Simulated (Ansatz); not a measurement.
Li$_{2}$O:
```
Li2O
1.0
    0.00000     2.28621     2.28621
    2.28621     0.00000     2.28621
    2.28621     2.28621     0.00000
O Li
1 2
Direct
  0.00000   0.00000   0.00000
  0.25000   0.25000   0.25000
  0.75000   0.75000   0.75000
```

Relaxed with r²SCAN. Independent-particle spectrum: no excitons, no local fields, no scissors shift; 0.1 eV broadening; ε₁ of the summed bands alone.

Problem. Tabulate the dielectric function from the program Ansatz at the r²SCAN level (PAW).

Solution. 

| E (eV) | ε₁ xx | ε₂ xx |
|---|---|---|
| 0.0 | 2.63 | 0.00 |
| 0.5 | 2.63 | 0.00 |
| 1.0 | 2.64 | 0.00 |
| 1.5 | 2.66 | 0.00 |
| 2.0 | 2.69 | 0.00 |
| 2.5 | 2.73 | 0.00 |
| 3.0 | 2.79 | 0.00 |
| 3.5 | 2.86 | 0.00 |
| 4.0 | 2.95 | 0.00 |
| 4.5 | 3.07 | 0.00 |
| 5.0 | 3.23 | 0.00 |
| 5.5 | 3.47 | 0.00 |
| 6.0 | 3.89 | 0.00 |
| 6.5 | 4.46 | 0.54 |
| 7.0 | 4.98 | 0.88 |
| 7.5 | 5.72 | 3.04 |
| 8.0 | 3.14 | 4.41 |
| 8.5 | 2.15 | 3.80 |
| 9.0 | 1.66 | 3.52 |
| 9.5 | 0.16 | 3.93 |
| 10.0 | -0.48 | 2.06 |
| 10.5 | 0.40 | 0.28 |
| 11.0 | 1.48 | 0.10 |
| 11.5 | 2.65 | 0.12 |
| 12.0 | 3.84 | 2.22 |

Problem. From ε at 6.8 eV (xx: 4.67 + 0.76i), find n, k, the normal reflectivity and the absorption coefficient.

Solution. n = 2.17, k = 0.175, R = 14 %, α = 2kE/ħc = 120000 cm⁻¹.

With all bands, ε∞ without local fields is 2.74. DFPT, with local fields, gives 2.74.

Space group Fm-3m (anti-fluorite). The r²SCAN relaxation kept the symmetry of its start; phonons on a q-mesh show no instability. The volume moved by -21 % from the start of the relaxation. The volume fell by over 15 % from the filed cell, which may lack light atoms or belong to other conditions.

Potentials: the later of the program's two PAW sets.
